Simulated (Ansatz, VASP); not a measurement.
# Two plane-wave programs on Sb

The input INCAR:

```
  ALGO = Normal
  EDIFF = 1E-6
  ENCUT = 520
  GGA = PS
  ISIF = 2
  ISMEAR = -1
  LASPH = True
  LCHARG = False
  LREAL = False
  LWAVE = False
  NBANDS = 18
  NELM = 80
  PREC = Accurate
  SIGMA = 0.1
```

The input KPOINTS:

```
k-points
0
Gamma
  12 12 4
```

POSCAR

```
Sb
1.0
    3.3348771230      0.0000000000      0.0000000000
   -1.6674385615      2.8880883071      0.0000000000
    0.0000000000      0.0000000000     11.2860127872
Sb
4
Direct
    0.0000000000      1.0000000000      0.0000000000
    0.0000000000      1.0000000000      0.5000000000
    0.3333333333      0.6666666667      0.2500000000
    0.6666666667      0.3333333333      0.7500000000
```

Input for Ansatz:

```yaml
crystal:
  lattice:
    - [3.334877123, 0.0, 0.0]
    - [-1.6674385615, 2.8880883071, 0.0]
    - [0.0, 0.0, 11.2860127872]
  atoms:
    - { symbol: Sb, position: [0.0, 1.0, 0.0] }
    - { symbol: Sb, position: [0.0, 1.0, 0.5] }
    - { symbol: Sb, position: [0.3333333333, 0.6666666667, 0.25] }
    - { symbol: Sb, position: [0.6666666667, 0.3333333333, 0.75] }
hamiltonian:
  xc: pbesol
  pseudopotentials:
    kind: paw
    azcp:
      Sb: "pseudopotentials/Sb.paw.azcp"
basis:
  ecutwfc: 420
  fft_grid_basis: typed
kpoints:
  mp_grid: { grid: [12, 12, 4], shift: [0, 0, 0] }
magnetization:
  spin_polarized: false
scf:
  occupations: { method: fermi_dirac, width: 0.1 }
  lower_state_search: "off"
output:
  stress: true
```

Alike in both runs: task single point; functional PBEsol; k mesh 12 × 12 × 4; occupations fermi-dirac, width 0.1 eV; no spin polarisation.

|  | VASP | Ansatz |
| --- | --- | --- |
| version | VASP 6.6.1 | Ansatz 0.2.0 |
| potentials or method | VASP PAW PBE potentials, release 64 (Sb) | plane waves (420 eV) with PAW, scalar-relativistic |
| plane-wave cutoff (eV) | 520 | 420 |
| valence electrons in the cell | 20 | 60 |

```tsv
	VASP	Ansatz	Ansatz less VASP
pressure (GPa)	-2.3	-2.3	+0.03
largest component of the traceless stress (GPa)	0.47	0.46	-0.011
```

With one functional, cell and mesh, what is left measures potentials, basis and numerics. The two sets of potentials don't hold the same shells in valence. Ansatz warned: «pseudo_functional_mismatch».

Caveats: the PAW data sets were made with another functional, which shifts forces and pressure a little (VASP). Spin-orbit coupling is left out, which matters for the levels of Sb.
